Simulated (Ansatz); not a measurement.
**ReHg2Sb2: what a guessed cell relaxes into**

The task: take a trial cell of ReHg2Sb2 to zero force and stress.

Computed with Ansatz 0.2.0 (DFT PBE, scalar-relativistic, plane waves, PAW, unless a step's input says otherwise).

### Step 1. The starting structure

Symmetry: P4/mmm, No. 123, tetragonal system. Conventional cell: a = 4.732 Å, b = 4.732 Å, c = 6.419 Å, α = 90.00°, β = 90.00°, γ = 90.00°. Around Re (site symmetry 4/mmm) lie 8 Sb at 3.68 Å and 8 Hg at 3.99 Å. Hg (site symmetry mmm) has 4 Sb at 2.90 Å as nearest neighbours. Sb (site symmetry 4mm) has 4 Hg at 2.90 Å and 1 Sb at 3.08 Å as nearest neighbours.

Structure file:

```
Re Hg Sb
1.0
     4.73190    0.00000    0.00000
     0.00000    4.73190    0.00000
     0.00000    0.00000    6.41868
Re Hg Sb
1 2 2
Direct
  0.00000 0.00000 0.00000
  0.00000 0.50000 0.50000
  0.50000 0.00000 0.50000
  0.50000 0.50000 0.24000
  0.50000 0.50000 0.76000
```

The cell is invented: species swapped into a database cell of CeMg2Si2 (P4/mmm, No. 123), with Re on the Ce sites, Hg on the Mg sites and Sb on the Si sites. Lengths come from tabulated atomic sizes and are only a guess.

### Step 2. Probe: one point on a coarse mesh

File input.yaml:

```yaml
crystal:
  lattice:
    - [4.73189786, 0.0, 0.0]
    - [0.0, 4.73189786, 0.0]
    - [0.0, 0.0, 6.41868013]
  atoms:
    - { symbol: Re, position: [0.0, 0.0, 0.0] }
    - { symbol: Hg, position: [0.0, 0.5, 0.5] }
    - { symbol: Hg, position: [0.5, 0.0, 0.5] }
    - { symbol: Sb, position: [0.5, 0.5, 0.23999999] }
    - { symbol: Sb, position: [0.5, 0.5, 0.76000001] }
basis:
  ecutwfc: 420
kpoints:
  mp_grid: { grid: [4, 4, 4] }
hamiltonian:
  xc: pbe
scf:
  occupations: { method: gaussian, width: 0.1 }
  lower_state_search: "off"
output:
  forces: true
  stress: true
  eigenvalues: true
```

The run is started by

```
ansatz run input.yaml --threads 1 --pin off --max-ram 2048MiB --backend cpu --events-out ev --progress --plain --runs-dir out
```

The session goes on with these runs: rough relaxation on the coarse mesh; another rough relaxation; relaxation on the finer mesh.

**Question.** What will these runs give? Wanted: conventional cell; volume; energy over the elements; gap on the mesh.

As calculated:

```
                              quantity                                                                      value
symmetry at the end (tolerance 0.05 Å)                                               space group P4/mmm (No. 123)
                     conventional cell  a = 3.667 Å, b = 3.667 Å, c = 9.830 Å, α = 90.00°, β = 90.00°, γ = 90.00°
                                volume                                                              26.44 Å³/atom
              energy over the elements                                                              +0.67 eV/atom
                       gap on the mesh                                                               none (metal)
```

The space group P4/mmm (No. 123) is kept, and the volume per atom shrinks by 8.0 % from the first guess. With a positive formation energy it can't be a ground state. No finished test with a distortion of lower symmetry is shown, so the end may be a saddle point. The runs treat Hg, Re, Sb without spin-orbit coupling.
